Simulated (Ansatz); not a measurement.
Consider BaSnO₃ in the cubic perovskite structure (space group Pm-3m, No. 221; a = 4.122 Å). Axes: x, y, z lie along the cube axes.

The values are results of PBEsol (Ansatz, a quantum-chemistry and plane-wave program; PAW; 420 eV plane waves; scalar-relativistic without spin-orbit coupling), not measurements.

A first run, uniaxial strain ε_yy = +2.16 %, gives secant values C11 ≈ 250 GPa and C12 ≈ 79 GPa from its stress. A second run applies biaxial strain −0.93 %, plane normal [001], relaxed out of plane.

What does linear elasticity predict for −ε⊥/ε∥ in the second run, and what does the run give?

Linear elasticity: 2 C12/C11 = 0.63. The run gives 0.61; any difference comes from nonlinear terms at these strains and numerical noise.

Whether these cells are dynamically stable was not tested.
